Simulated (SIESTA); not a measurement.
Runs of SIESTA 5.4.2 on Ag. Symmetry: Fm-3m, No. 225, cubic system. Conventional cell: a = 4.085 Å, b = 4.085 Å, c = 4.085 Å, α = 90.00°, β = 90.00°, γ = 90.00°. Ag (site symmetry m-3m) is surrounded by 12 Ag at 2.89 Å. 

| task | level | potentials or basis | cell | force tolerance | energy shift | gap on the mesh (eV) | pressure (GPa) |
| --- | --- | --- | --- | --- | --- | --- | --- |
| band structure | PBE | PseudoDojo 0.4 standard (PBE files), DZP (energy shift 0.002 Ry) | as given | - | 0.002 Ry | none | 5.5 |
| band structure | OLYP | PseudoDojo 0.4 standard (PBE files), DZP (energy shift 0.002 Ry) | as given | - | 0.002 Ry | none | (a) |
| band structure | BP86 | PseudoDojo 0.4 standard (PBE files), DZP (energy shift 0.002 Ry) | as given | - | 0.002 Ry | none | 5.5 |
| band structure | PBE | PseudoDojo 0.4 standard (PBE files), TZP (energy shift 0.01 Ry) | as given | - | 0.01 Ry | none | 2.8 |
| relaxation of cell and atoms | PBE | PseudoDojo 0.4 standard (PBE files), SZ (energy shift 0.01 Ry) | relaxed | 0.02 eV/Å | 0.01 Ry | none | 0.1 |

Alike in all rows: no spin polarisation; k mesh 11 × 11 × 11; smearing fermi-dirac 0.05 eV; grid cutoff 800 Ry.

Task: Fill in the values left out.

Result: (a) 7.5.

Caveats: the basis of atomic orbitals isn't converged, which shifts pressures, moduli and gaps; semicore shells carry a single zeta, which can move pressures by several GPa and volumes by a few percent (some runs); the potentials were made for another functional, which shifts forces and pressure (some runs); the basis has no polarisation orbitals (some runs); short orbitals over semicore shells can move pressures by several GPa (some runs).

A k mesh can miss the band edges, and the runs leave out spin-orbit coupling on Ag.

A gap of «none» marks a metal or a gap under the smearing width.

Not every run made on this cell is shown here.
